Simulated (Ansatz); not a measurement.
**C: a line through an energy map**

How does the energy of C (R-3m, No. 166; 2 atoms in the cell) vary with amplitude of mode 4 (866 cm⁻¹), at equal normal strain along x, y and z = 0.83 %?

Computed with Ansatz 0.2.0 (DFT PBE+D3(BJ), scalar-relativistic, plane waves, PAW, unless a step's input says otherwise).

38 further runs of the same task are left out: 38 set aside as unsound or not needed.

**1. The system as given**

The structure is trigonal, space group R-3m (No. 166). The conventional cell has a = 2.465 Å, b = 2.465 Å, c = 10.084 Å, α = 90.00°, β = 90.00°, γ = 120.00°. Around C (site symmetry 3m) lie 3 C at 1.42 Å.

Coordinates:

```xyz
2
Lattice="1.2325 0.7116 3.3614 -1.2325 0.7116 3.3614 0.0000 -1.4232 3.3614" Properties=species:S:1:pos:R:3 pbc="T T T"
C     0.0000    0.0000    1.6800
C     0.0000    0.0000    8.4042
```

It is the result of an earlier relaxation at this level (volume 8.84 Å³/atom; gap on the mesh: 0.65 eV).

**2. What is varied**

The energy is mapped over a normal mode and a strain (zone-centre modes of the cell shown) (x along [1 0 0], y along [1 2 0], z along [0 0 1] of the conventional cell).

The axes are (1) amplitude of mode 4 (866 cm⁻¹), largest displacement in the unstrained cell: 11 values from −0.095 Å; (2) equal normal strain along x, y and z: 7 values from −2.50 %.

Nothing else is relaxed (the pattern is fixed in fractional coordinates). Energies count from the relaxed high-symmetry cell. Points are written as (first, second).

The modes come from a phonon run on the reference cell, made beforehand.

The patterns, per unit of each coordinate (Å):

```csv
atom,x1,y1,z1
C1,0.000,0.000,1.000
C2,0.000,0.000,-1.000
```

**3. The run at (−0.076 Å, 0.83 %)**

input.yaml

```yaml
crystal:
  lattice:
    - [1.2427282054, 0.7174894639, 3.3892873547]
    - [-1.2427282054, 0.7174894639, 3.3892873547]
    - [0.0, -1.4349789278, 3.3892873547]
  atoms:
    - { symbol: C, position: [0.1590590155, 0.1590590155, 0.1590590155] }
    - { symbol: C, position: [0.8409409845, 0.8409409845, 0.8409409845] }
basis:
  ecutwfc: 520.0
kpoints:
  mp_grid: { grid: [15, 15, 15] }
hamiltonian:
  xc: pbe
  dispersion: d3bj
scf:
  occupations: { method: gaussian, width: 0.05 }
output:
  forces: true
  stress: true
  eigenvalues: true
  write_density: true
  write_potential: true
  elf: true
  volumetric_format: npy
```

Command:

```bash
$ ansatz run input.yaml --threads 1 --pin off --max-ram 2048MiB --backend cpu --events-out ev --progress --plain --runs-dir out
```

The session goes on with these runs: the other points of the line.

What does the calculation give? Wanted: for each run, amplitude of mode 4; energy; slope; pressure; largest force on an atom.

**Answer**, as computed:

```
amplitude of mode 4 (866 cm⁻¹), largest displacement in the unstrained cell (Å)  step  energy (meV)  slope (meV per Å)  pressure (GPa)  band gap on the k-mesh (eV)  largest force on an atom (eV/Å)
                                                                         −0.095     –           315              −6405           −8.78                         0.91                             3.18
                                                                         −0.076     3           205              −5128           −8.14                         0.89                             2.54
                                                                         −0.057     4           120              −3850           −7.62                         0.82                             1.91
                                                                         −0.038     5            59              −2570           −7.25                         0.75                             1.27
                                                                         −0.019     6            22              −1290           −7.01                         0.68                             0.64
                                                                          0.000     7            10                 −7           −6.92                         0.62                             0.00
                                                                          0.019     8            22               1277           −6.99                         0.57                             0.63
                                                                          0.038     9            58               2564           −7.19                         0.52                             1.27
                                                                          0.057    10           119               3855           −7.54                         0.47                             1.91
                                                                          0.076    11           205               5150           −8.02                         0.42                             2.55
                                                                          0.095    12           315               6449           −8.62                         0.39                             3.20
```

Energies count from the relaxed high-symmetry cell. Rows without a step come from runs not printed here or follow by symmetry. Slopes come from the forces (and the stress, where the cell changes), not from differences of energies.

The lowest point of the line is at 0.000 Å, 10 meV from the zero. A fit to energies and slopes at the lowest point and its two neighbours puts the minimum at 0.0001 Å, with a curvature of about 68000 meV per Å². The highest point computed, at 0.095 Å, lies 305 meV above the lowest. This is one cut through a surface in two coordinates; the map's lowest point lies off it. With the other coordinates free, the energies away from the reference would be the same or lower.

These are semilocal Kohn-Sham gaps, which aren't the measured quantity. Such gaps usually fall short of the measured ones.
